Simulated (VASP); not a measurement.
The system is In.

```
In
1.0
     3.33548    0.00000    0.00000
    -1.66774    2.88861    0.00000
     0.00000    0.00000    5.50914
In
2
Direct
  0.66667 0.33333 0.75000
  0.33333 0.66667 0.25000
```

This isn't the form of In at room conditions, which is tetragonal.

| Quantity | Value |
| --- | --- |
| Program | VASP 6.6.1 |
| Task | relaxation of cell and atoms |
| Functional | LDA |
| Potentials or basis | VASP PAW LDA potentials, release 64 (In_d) |
| Cutoff | 600 eV |
| k mesh | 8 × 8 × 4 |
| Occupations | fermi-dirac, width 0.05 eV |
| Spin | no spin polarisation |

At the start: pressure -2.7 GPa; volume 26.54 Å³/atom.

Question: Where does the relaxation end?

Answer: Over 14 steps the energy falls by 37.6 meV/atom and the volume is 25.10 Å³/atom (-5.4 %); space group P6_3/mmc (No. 194, to 0.05 Å).

The path:
| step | energy change (eV) | largest force (eV/Å) | pressure (GPa) | volume (Å³) |
| --- | --- | --- | --- | --- |
| 1 | 0.0000 | 0.0000 | -2.74 | 53.08 |
| 2 | -0.0388 | 0.0000 | -0.17 | 49.67 |
| 3 | -0.0396 | 0.0000 | 0.25 | 49.22 |
| 4 | -0.0490 | 0.0000 | 0.57 | 48.96 |
| 5 | -0.0647 | 0.0000 | 1.63 | 48.42 |
| 6 | -0.0716 | 0.0000 | 1.13 | 49.11 |
| 7 | -0.0725 | 0.0000 | 0.77 | 49.58 |
| 8 | -0.0749 | 0.0000 | 0.18 | 50.06 |
| 9 | -0.0752 | 0.0000 | -0.10 | 50.30 |
| 10 | -0.0752 | 0.0000 | -0.05 | 50.29 |
| 11 | -0.0752 | 0.0000 | -0.03 | 50.25 |
| 12 | -0.0752 | 0.0000 | 0.03 | 50.14 |
| 13 | -0.0753 | 0.0000 | 0.02 | 50.18 |
| 14 | -0.0752 | 0.0000 | 0.01 | 50.20 |

Final structure:
```
CELL_PARAMETERS angstrom
3.17444 0.00000 0.00000
-1.58722 2.74915 0.00000
0.00000 0.00000 5.75251
ATOMIC_POSITIONS crystal
In 0.66667 0.33333 0.75000
In 0.33333 0.66667 0.25000
```
